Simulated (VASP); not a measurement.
A run of VASP 6.6.1:

INCAR

```
SYSTEM = H13O6F
PREC = Accurate
ENCUT = 520
EDIFF = 1E-7
ISMEAR = -1
SIGMA = 0.02
LREAL = Auto
LASPH = .True.
NELM = 100
ALGO = Fast
ISIF = 2
LWAVE = .False.
LCHARG = .True.
GGA = PE
IVDW = 12
LELF = .True.
LVHAR = .True.
NBANDS = 44
```

The input KPOINTS:

```
Automatic mesh
0
Gamma
  1 1 1
  0 0 0
```

Contents of POSCAR:

```
H13O6F
1.0
    5.7750010000      0.0000000000      0.0000000000
    0.0000000000      5.7750010000      0.0000000000
    0.0000000000      0.0000000000      5.7750010000
O H F
6 13 1
Direct
    0.5298700381      0.5899392918      0.1382683743
    0.7372985736      0.2538527699      0.9504933419
    0.8623721450      0.9974543727      0.3203635809
    0.2614025521      0.4790129041      0.4989436365
    0.7834111198      0.3893505819      0.5354284787
    0.1000172987      0.8800517957      0.7343375352
    0.4815237261      0.6565886309     -0.0082597388
    0.6374544351      0.4653852008      0.1114285521
    0.6229089830      0.1271688091      0.9152898848
    0.8411600275      0.1379913181      1.0353764441
    0.7156535557      0.9217487581      0.2847445394
    0.7950301654      1.1336621414      0.4094544746
    0.3637575128      0.5272726360      0.3563116266
    0.3089176954      0.3249176927      0.5651427593
    0.7758959695      0.3687964729      0.7007444674
    0.9324846870      0.4330562021      0.4959999141
    0.0178008627      0.9914976638      0.6428570315
    0.1571255139      0.7407098284      0.6473765113
    0.2654198675     -0.0300086528      0.8383548332
    0.3856622709      0.0158614691      0.9703201783
```

Potentials or basis: VASP PAW PBE potentials, release 64 (O, H, F).

Command:

```sh
$ cat potpaw_PBE.64/O/POTCAR potpaw_PBE.64/H/POTCAR potpaw_PBE.64/F/POTCAR > POTCAR
$ mpirun -np 1 vasp_gam > vasp.out
```

Hardware: 1 thread of AMD EPYC 7R43 64-Core Processor (Zen 3), on a shared host.

Q: Estimate the wall time of this run.

A: It took 35 s on 1 thread of AMD EPYC 7R43 64-Core Processor (Zen 3), with other jobs on the host, peak memory 0.28 GiB. Counts: scf iterations 18, k points 1.
